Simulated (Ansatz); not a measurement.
**ZnSe (CsCl type): Wannier functions and tight-binding models**

Aim: build maximally localised Wannier functions for ZnSe (CsCl type) from several sets of trial orbitals, and check spreads and centres, and how well the models interpolate the bands. Plan: PBE, anion s p, 6×6×6; PBE, anion s p, 4×4×4; PBE, anion s p, 8×8×8; PBE, anion p, 6×6×6; PBE, all s p, disentangled, 6×6×6; PBE, metal d and anion p, 6×6×6; PBE, metal d, 6×6×6; r2SCAN, anion s p, 6×6×6; r2SCAN, metal d and anion p, 6×6×6; r2SCAN, anion p, 6×6×6 (level, trial orbitals, Wannier mesh).

Method: plane waves, PAW, in Ansatz 0.2.0.

**1. The structure to begin with**

The structure is cubic, space group Pm-3m (No. 221). Conventional cell: a = 3.325 Å, b = 3.325 Å, c = 3.325 Å, α = 90.00°, β = 90.00°, γ = 90.00°. Around Zn (site symmetry m-3m) lie 8 Se at 2.88 Å. Around Se (site symmetry m-3m) lie 8 Zn at 2.88 Å.

Structure file:

```
Zn Se
1.0
     3.32515    0.00000    0.00000
     0.00000    3.32515    0.00000
     0.00000    0.00000    3.32515
Zn Se
1 1
Direct
  0.00000 0.00000 0.00000
  0.50000 0.50000 0.50000
```

Cell and atoms come from an earlier r2SCAN relaxation.

**2. PBE, anion s p, 6×6×6**

input.yaml reads:

```yaml
crystal:
  lattice:
    - [3.3251530431, 0.0, 0.0]
    - [0.0, 3.3251530431, 0.0]
    - [0.0, 0.0, 3.3251530431]
  atoms:
    - { symbol: Zn, position: [0.0, 0.0, 0.0] }
    - { symbol: Se, position: [0.5, 0.5, 0.5] }
kpoints:
  mp_grid: { grid: [6, 6, 6] }
  band_path:
    path:
      - [[0.0, 0.0, 0.0], [3.590931392747e-51, 0.5, -5.589496429227e-86], [0.5, 0.5, 2.141466279937e-51], [0.0, 0.0, 0.0], [0.5, 0.5, 0.5], [3.590931392747e-51, 0.5, -5.589496429227e-86]]
      - [[0.5, 0.5, 0.5], [0.5, 0.5, 2.141466279937e-51]]
    npoints: 10
hamiltonian:
  xc: pbe
scf:
  occupations: { method: fermi_dirac, width: 0.02 }
  n_extra_bands: 6
output:
  forces: false
  stress: false
  eigenvalues: true
  wannier:
    kmesh: [6, 6, 6]
    projections: [{ species: Se, l: s, shell: 4 }, { species: Se, l: p, shell: 4 }]
    minimise: true
    write_hr: true
    conv_tol: 1.0e-08
    max_iter: 3000
```

Command:

```sh
ansatz run input.yaml --threads 4 --pin off --max-ram 3686MiB --backend cpu --events-out ev --progress --plain --runs-dir out
```

The runs that follow: PBE, anion s p, 4×4×4; PBE, anion s p, 8×8×8; PBE, anion p, 6×6×6; PBE, all s p, disentangled, 6×6×6; PBE, metal d and anion p, 6×6×6; PBE, metal d, 6×6×6; r2SCAN, anion s p, 6×6×6; r2SCAN, metal d and anion p, 6×6×6; r2SCAN, anion p, 6×6×6.

Before running them: what should the planned runs give, taken together? Wanted: total spread, PBE, anion s p, 6×6×6; total spread, PBE, anion s p, 4×4×4; total spread, PBE, anion s p, 8×8×8; total spread, PBE, anion p, 6×6×6; total spread, PBE, all s p, disentangled, 6×6×6; total spread, PBE, metal d and anion p, 6×6×6; total spread, PBE, metal d, 6×6×6; total spread, r2SCAN, anion s p, 6×6×6; total spread, r2SCAN, metal d and anion p, 6×6×6.

**Answer**, as computed:

```
                                        quantity                                 value
             total spread, PBE, anion s p, 6×6×6             11.06 Å² over 4 functions
             total spread, PBE, anion s p, 4×4×4              9.61 Å² over 4 functions
             total spread, PBE, anion s p, 8×8×8             11.84 Å² over 4 functions
               total spread, PBE, anion p, 6×6×6             10.51 Å² over 3 functions
 total spread, PBE, all s p, disentangled, 6×6×6             17.20 Å² over 8 functions
   total spread, PBE, metal d and anion p, 6×6×6              9.49 Å² over 8 functions
               total spread, PBE, metal d, 6×6×6              4.10 Å² over 5 functions
          total spread, r2SCAN, anion s p, 6×6×6             10.39 Å² over 4 functions
total spread, r2SCAN, metal d and anion p, 6×6×6              9.22 Å² over 8 functions
            total spread, r2SCAN, anion p, 6×6×6              9.90 Å² over 3 functions
                        centres of the first set  0.47 to 0.50 Å from the nearest atom
```

**Reading.** With PBE, anion s p, 6×6×6 the 4 functions move off the atoms, with a mean spread of 2.77 Å²; 90 % of the total is gauge invariant. The total spread goes from 9.61 Å² on 4×4×4 to 11.84 Å² on 8×8×8: finite differences in k understate it on coarse meshes, while the largest miss of a band goes from 0.65 to 0.47 eV. On one set and mesh the functional gives 11.06 (PBE), 10.39 (r2SCAN) Å². The disentangled models miss some band by up to 0.9 eV, which may lie outside their frozen windows.
